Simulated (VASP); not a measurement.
Set up this calculation in VASP 6.6.1, as the native input.

```yaml
Task: single point
Functional: LDA
Potentials_or_basis: VASP PAW LDA potentials, release 64 (Rb_sv)
Cutoff: 520 eV
k_mesh: 13 × 13 × 13
Occupations: fermi-dirac, width 0.1 eV
Spin: no spin polarisation
Dipole_correction: no
Further_INCAR_settings: ALGO = Normal; EDIFF = 1e-07; NBANDS = 10
```

The structure of Rb lies in POSCAR:

```
Rb
1.0
    0.0000000000      3.3967937365      3.3967937365
    3.3967937365      0.0000000000      3.3967937365
    3.3967937365      3.3967937365      0.0000000000
Rb
1
Direct
    0.0000000000      0.0000000000      0.0000000000
```

This isn't the form of Rb at room conditions, which is bcc.

The input as run:

INCAR

```
ALGO     = Normal         # electronic algorithm
EDIFF    = 1E-7           # SCF threshold, eV
ENCUT    = 520            # plane-wave cutoff, eV
GGA      = CA             # functional
ISIF     = 2              # what is computed and relaxed
ISMEAR   = -1             # smearing method
LASPH    = True           # aspherical terms in the spheres
LCHARG   = False          # write CHGCAR
LREAL    = False          # projectors in reciprocal space
LWAVE    = False          # write WAVECAR
NBANDS   = 10             # bands
NELM     = 100            # most SCF steps
PREC     = Accurate       # precision mode
SIGMA    = 0.1            # smearing width, eV
```

KPOINTS

```
k-points
0
Gamma
  13 13 13
```

Potentials or basis: VASP PAW LDA potentials, release 64 (Rb_sv).

The run is started by

```console
$ cat potpaw_LDA.64/Rb_sv/POTCAR > POTCAR
$ mpirun -np 1 vasp_std > vasp.out
```

It gave:

The pressure is 0.0 GPa and the band gap on the k mesh is none (metal or under the smearing width).

Run time: 36 s on 1 thread of Intel(R) Xeon(R) Platinum 8488C (Sapphire Rapids), on a shared host, peak memory 0.19 GiB.
